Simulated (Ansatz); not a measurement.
**TePb: energy and pressure over a range of volumes**

Aim: scale the cell of TePb up and down at fixed shape and fractional positions, and get the equilibrium volume and bulk modulus with LAPW, PAW and all-electron datasets made for the crystal.

Program: Ansatz 0.2.0. Level of theory: DFT PBE, scalar-relativistic. These are calculated values, not measurements.

## 1. Starting point

The structure is cubic, space group Pm-3m (No. 221). Conventional cell: a = 4.002 Å, b = 4.002 Å, c = 4.002 Å, α = 90.00°, β = 90.00°, γ = 90.00°. Te (site symmetry m-3m) is surrounded by 8 Pb at 3.47 Å. Pb (site symmetry m-3m) has 8 Te at 3.47 Å as nearest neighbours.

Structure file:

```xyz
2
Lattice="4.0023 0.0000 0.0000 0.0000 4.0023 0.0000 0.0000 0.0000 4.0023" Properties=species:S:1:pos:R:3 pbc="T T T"
Te    2.0011    2.0011    2.0011
Pb    0.0000    0.0000    0.0000
```

The cell is one relaxed in the Materials Project, used as it stands.

Atoms are numbered in the order of the input: Te1, Pb2.

## 2. Volume × 0.9405, LAPW

Contents of input.yaml:

```yaml
crystal:
  lattice:
    - [3.9212797642, 0.0, 0.0]
    - [0.0, 3.9212797642, 0.0]
    - [0.0, 0.0, 3.9212797642]
  atoms:
    - { symbol: Te, position: [0.5, 0.5, 0.5] }
    - { symbol: Pb, position: [0.0, 0.0, 0.0] }
kpoints:
  mp_grid: { grid: [10, 10, 10] }
scf:
  occupations: { method: fermi_dirac, width: 0.08 }
hamiltonian:
  xc: pbe
  pseudopotentials: { kind: all_electron, lapw: { basis_error: 0.001 } }
output:
  forces: true
  stress: true
  eigenvalues: true
```

Started as:

```bash
$ ansatz run input.yaml --threads 1 --pin off --max-ram 2048MiB --backend cpu --events-out ev --progress --plain --runs-dir out
```

## 3. Volume × 0.9405, PAW

input.yaml, as its differences from that of step 2:

```diff
@@ -14,3 +14,3 @@
   xc: pbe
-  pseudopotentials: { kind: all_electron, lapw: { basis_error: 0.001 } }
+  pseudopotentials: { kind: paw }
 output:
@@ -19 +19,2 @@
   eigenvalues: true
+  efg: { contact_densities: true }
```

## 4. Volume × 0.9405, crystal datasets

input.yaml, as its differences from that of step 3:

```diff
@@ -14,3 +14,3 @@
   xc: pbe
-  pseudopotentials: { kind: paw }
+  pseudopotentials: { kind: all_electron, datasets: crystal }
 output:
```

## 5. Volume × 0.98, LAPW

Contents of input.yaml:

```yaml
crystal:
  lattice:
    - [3.9754252041, 0.0, 0.0]
    - [0.0, 3.9754252041, 0.0]
    - [0.0, 0.0, 3.9754252041]
  atoms:
    - { symbol: Te, position: [0.5, 0.5, 0.5] }
    - { symbol: Pb, position: [0.0, 0.0, 0.0] }
kpoints:
  mp_grid: { grid: [10, 10, 10] }
scf:
  occupations: { method: fermi_dirac, width: 0.08 }
hamiltonian:
  xc: pbe
  pseudopotentials: { kind: all_electron, lapw: { basis_error: 0.001 } }
output:
  forces: true
  stress: true
  eigenvalues: true
```

## 6. Volume × 0.98, PAW

input.yaml, as its differences from that of step 5:

```diff
@@ -14,3 +14,3 @@
   xc: pbe
-  pseudopotentials: { kind: all_electron, lapw: { basis_error: 0.001 } }
+  pseudopotentials: { kind: paw }
 output:
@@ -19 +19,2 @@
   eigenvalues: true
+  efg: { contact_densities: true }
```

## 7. Volume × 1.02, LAPW

Contents of input.yaml:

```yaml
crystal:
  lattice:
    - [4.0287929844, 0.0, 0.0]
    - [0.0, 4.0287929844, 0.0]
    - [0.0, 0.0, 4.0287929844]
  atoms:
    - { symbol: Te, position: [0.5, 0.5, 0.5] }
    - { symbol: Pb, position: [0.0, 0.0, 0.0] }
kpoints:
  mp_grid: { grid: [10, 10, 10] }
scf:
  occupations: { method: fermi_dirac, width: 0.08 }
hamiltonian:
  xc: pbe
  pseudopotentials: { kind: all_electron, lapw: { basis_error: 0.001 } }
output:
  forces: true
  stress: true
  eigenvalues: true
```

## 8. Volume × 1.02, PAW

input.yaml, as its differences from that of step 7:

```diff
@@ -14,3 +14,3 @@
   xc: pbe
-  pseudopotentials: { kind: all_electron, lapw: { basis_error: 0.001 } }
+  pseudopotentials: { kind: paw }
 output:
@@ -19 +19,6 @@
   eigenvalues: true
+  efg: { contact_densities: true }
+  write_density: true
+  write_potential: true
+  elf: true
+  volumetric_format: npy
```

## 9. Volume × 1.06, LAPW

Contents of input.yaml:

```yaml
crystal:
  lattice:
    - [4.0807831442, 0.0, 0.0]
    - [0.0, 4.0807831442, 0.0]
    - [0.0, 0.0, 4.0807831442]
  atoms:
    - { symbol: Te, position: [0.5, 0.5, 0.5] }
    - { symbol: Pb, position: [0.0, 0.0, 0.0] }
kpoints:
  mp_grid: { grid: [10, 10, 10] }
scf:
  occupations: { method: fermi_dirac, width: 0.08 }
hamiltonian:
  xc: pbe
  pseudopotentials: { kind: all_electron, lapw: { basis_error: 0.001 } }
output:
  forces: true
  stress: true
  eigenvalues: true
```

## 10. Volume × 1.06, PAW

input.yaml, as its differences from that of step 9:

```diff
@@ -14,3 +14,3 @@
   xc: pbe
-  pseudopotentials: { kind: all_electron, lapw: { basis_error: 0.001 } }
+  pseudopotentials: { kind: paw }
 output:
@@ -19 +19,2 @@
   eigenvalues: true
+  efg: { contact_densities: true }
```

## 11. Volume × 1.06, crystal datasets

input.yaml, as its differences from that of step 10:

```diff
@@ -14,3 +14,3 @@
   xc: pbe
-  pseudopotentials: { kind: paw }
+  pseudopotentials: { kind: all_electron, datasets: crystal }
 output:
```

(Steps that only read results are left out.)

Q: Predict the outcome of this session. Wanted: equilibrium volume; bulk modulus (for each run or level that gives them).

The runs gave:

| quantity | value |
| --- | --- |
| equilibrium volume (LAPW) | 31.872 Å³/atom |
| bulk modulus (LAPW) | 40 GPa |
| its pressure derivative (LAPW) | 4.3 |
| equilibrium volume (PAW) | 31.865 Å³/atom |
| bulk modulus (PAW) | 40 GPa |
| its pressure derivative (PAW) | 4.3 |

What this shows: A third-order Birch-Murnaghan fit to the LAPW pressures puts zero pressure at 31.87 Å³/atom, -0.6 % from the given cell, with a bulk modulus of 40 GPa. PAW's volume lies -0.02 % and its modulus less than 0.1 % from LAPW's. No thermal or zero-point expansion is included. Spin-orbit coupling is left out, though the cell holds Pb; in elements this heavy it can shift bands and gaps by tenths of an eV.
